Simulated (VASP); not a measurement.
Wanted: the native input for a VASP 6.6.1 run.

| Quantity | Value |
| --- | --- |
| Task | single point |
| Functional | PBE |
| Potentials or basis | VASP PAW PBE potentials, release 64 (Ti_sv, Al) |
| Cutoff | 520 eV |
| k mesh | 18 × 18 × 10 |
| Occupations | gaussian, width 0.1 eV |
| Spin | no spin polarisation |
| Dipole correction | no |
| Further INCAR settings | ALGO = Fast; EDIFF = 1e-07; NBANDS = 14 |

The structure of TiAl lies in POSCAR:

```
TiAl
1.0
    2.9970918666      0.0573452447      0.0000000000
   -1.4488834946      2.6242203570      0.0000000000
    0.0000000000      0.0000000000      4.8405996034
Ti Al
1 1
Direct
   -0.0201359423      0.0201359423      0.0000000000
    0.3534692723      0.6465307277      0.5000000000
```

The cell comes from a database or a generator and needn't be the stable form of this composition.

The cell isn't the ideal one: strained and moved within a subgroup.

One way to write it, as run:

INCAR

```
ALGO = Fast
EDIFF = 1E-7
ENCUT = 520
GGA = PE
ISIF = 2
ISMEAR = 0
LASPH = T
LCHARG = T
LELF = T
LREAL = F
LVHAR = T
LWAVE = F
NBANDS = 14
NELM = 100
PREC = Accurate
SIGMA = 0.1
```

KPOINTS

```
k-points
0
Gamma
  18 18 10
```

Potentials or basis: VASP PAW PBE potentials, release 64 (Ti_sv, Al).

Run with:

```console
$ cat potpaw_PBE.64/Ti_sv/POTCAR potpaw_PBE.64/Al/POTCAR > POTCAR
$ mpirun -np 1 vasp_std > vasp.out
```

It gave:

```json
{
 "Pressure": "-11.3 GPa",
 "Largest force": "0.132 eV/Å",
 "Band gap on the k mesh": "none (metal or under the smearing width)"
}
```

Run time: 4.3 min on 1 thread of Intel(R) Xeon(R) 6975P-C (Granite Rapids) (shared host), peak memory 0.41 GiB.
